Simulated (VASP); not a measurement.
Write the native input for VASP 6.6.1 that does the following.

```
Task                               : single point
Functional                         : PBE0(alpha)
Potentials or basis                : VASP PAW PBE potentials, release 64 (Si, Se)
Cutoff                             : 520 eV
k mesh                             : 5 × 5 × 4
Occupations                        : fermi-dirac, width 0.05 eV
Spin                               : no spin polarisation
Share of exact exchange            : 0.4
Grid for exact exchange (PRECFOCK) : Fast
Exchange at q = 0                  : truncated
Further INCAR settings             : ALGO = Normal; EDIFF = 1e-07
```

Crystal: SiSe.

```
Si Se
1.0
     3.59520    0.00000    0.00000
    -1.79760    3.11353    0.00000
     0.00000    0.00000    3.59873
Si Se
1 1
Direct
  0.66667 0.33333 0.50000
  0.00000 0.00000 0.00000
```

The cell was built by a generator and needn't be a form met in nature.

One way to write it, as run:

POSCAR

```
SiSe
1.0
    3.5952000000      0.0000000000      0.0000000000
   -1.7976000000      3.1135300000      0.0000000000
    0.0000000000      0.0000000000      3.5987300000
Si Se
1 1
Direct
    0.6666700000      0.3333300000      0.5000000000
    0.0000000000      0.0000000000      0.0000000000
```

INCAR.step1

```
SYSTEM = SiSe
  ALGO = Normal
  EDIFF = 1E-5
  ENCUT = 520
  GGA = PE
  ISIF = 2
  ISMEAR = -1
  LASPH = .TRUE.
  LREAL = .FALSE.
  LWAVE = .TRUE.
  NELM = 80
  PREC = Accurate
  SIGMA = 0.05
```

INCAR.step2

```
SYSTEM = SiSe
  AEXX = 0.4
  ALGO = Normal
  EDIFF = 1E-7
  ENCUT = 520
  GGA = PE
  HFRCUT = -1
  ISIF = 2
  ISMEAR = -1
  ISTART = 1
  LASPH = .TRUE.
  LCHARG = .FALSE.
  LHFCALC = .TRUE.
  LREAL = .FALSE.
  LWAVE = .FALSE.
  NELM = 80
  PREC = Accurate
  PRECFOCK = Fast
  SIGMA = 0.05
```

KPOINTS

```
k-points
0
G
  5 5 4
  0 0 0
```

Potentials or basis: VASP PAW PBE potentials, release 64 (Si, Se).

The run is started by

```sh
$ cat potpaw_PBE.64/Si/POTCAR potpaw_PBE.64/Se/POTCAR > POTCAR
$ cp INCAR.step1 INCAR
$ mpirun -np 1 vasp_std > vasp.out
$ cp INCAR.step2 INCAR
$ mpirun -np 1 vasp_std > vasp.out
```

It gave:

The pressure is -4.9 GPa and the band gap on the k mesh is none (metal or under the smearing width).

Caveat: the k mesh is coarse (spacing up to 0.44 Å⁻¹), so the values aren't converged, least of all with exact exchange; the PAW data sets were made with another functional, which shifts forces and pressure a little.

Wall time 100 s on 1 thread of Intel(R) Xeon(R) 6975P-C (Granite Rapids), with other jobs on the host, peak memory 0.16 GiB.
